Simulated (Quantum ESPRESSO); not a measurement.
LiCl in Quantum ESPRESSO: convergence with k mesh

Input of the first run (k mesh 1 × 1 × 1); the others differ in this setting and in those tied to it:

pw.in

```
&CONTROL
  calculation = 'scf'
  prefix = 'pwscf'
  outdir = './tmp'
  pseudo_dir = './pseudo'
  tprnfor = .true.
  tstress = .true.
  disk_io = 'nowf'
/
&SYSTEM
  ibrav = 0
  nat = 2
  ntyp = 2
  ecutwfc = 74
  nbnd = 10
  occupations = 'smearing'
  smearing = 'fd'
  degauss = 0.00999582
/
&ELECTRONS
  conv_thr = 4d-10
  electron_maxstep = 120
  mixing_beta = 0.5
/
ATOMIC_SPECIES
Cl    35.4500 Cl.upf
Li     6.9400 Li.upf
CELL_PARAMETERS angstrom
   0.0000000000    2.5647700000    2.5647700000
   2.5647700000    0.0000000000    2.5647700000
   2.5647700000    2.5647700000    0.0000000000
ATOMIC_POSITIONS crystal
Cl     0.4991440000    0.5019190000    0.4918860000
Li     0.0006060000    0.0025160000   -0.0000390000
K_POINTS automatic
1 1 1 0 0 0
```

Potentials or basis: PseudoDojo 0.4.1 SR LDA standard.

Run with:

```bash
$ OMP_NUM_THREADS=1 pw.x -in pw.in > pw.out
```

The cell isn't the ideal one: atoms moved at random, drawn with an rms of 0.02 Å.

Hardware: 1 thread of Arm Neoverse V1, with other jobs on the host.

| k mesh | energy less the tightest run, at zero smearing (meV/atom) | pressure (GPa) | largest force (eV/Å) | gap on the mesh (eV) | SCF cycles | CPU time (s) | peak memory (GiB) |
| --- | --- | --- | --- | --- | --- | --- | --- |
| 1 × 1 × 1 | 3634.96 | 43.81 | 0.026 | 5.185 | 8 | 0.81 | 0.05 |
| 3 × 3 × 3 | 29.76 | -2.47 | 0.016 | 5.962 | 7 | 5.1 | 0.05 |
| 4 × 4 × 4 | 3.90 | -3.11 | 0.018 | 5.983 | 7 | 12 | 0.05 |
| 5 × 5 × 5 | 0.58 | -3.21 | 0.018 | 5.987 | 7 | 22 | 0.06 |
| 7 × 7 × 7 | 0.02 | -3.24 | 0.018 | 5.988 | 7 | 58 | 0.1 |
| 8 × 8 × 8 | 0.00 | -3.24 | 0.018 | 5.988 | 7 | 89 | 0.14 |
| 9 × 9 × 9 | 0.00 | -3.24 | 0.018 | 5.988 | 7 | 120 | 0.18 |
| 11 × 11 × 11 | 0.00 | -3.24 | 0.018 | 5.985 | 7 | 230 | 0.29 |
| 13 × 13 × 13 | 0.00 | -3.24 | 0.018 | 5.984 | 7 | 380 | 0.45 |

Against the tightest run, the energy stays within 1 meV/atom from 5 × 5 × 5 on; the pressure stays within 0.1 GPa from 5 × 5 × 5 on; the largest force stays within 0.005 eV/Å from 3 × 3 × 3 on; the gap on the mesh stays within 0.01 eV from 4 × 4 × 4 on. Meshes of other sizes hit other points, so gaps and Fermi surfaces needn't settle smoothly. The tightest run that finished is the yardstick and may itself not be fully converged.

Caveat, for the tightest run too: an odd mesh through Γ misses points on the zone boundary, where band edges often lie.
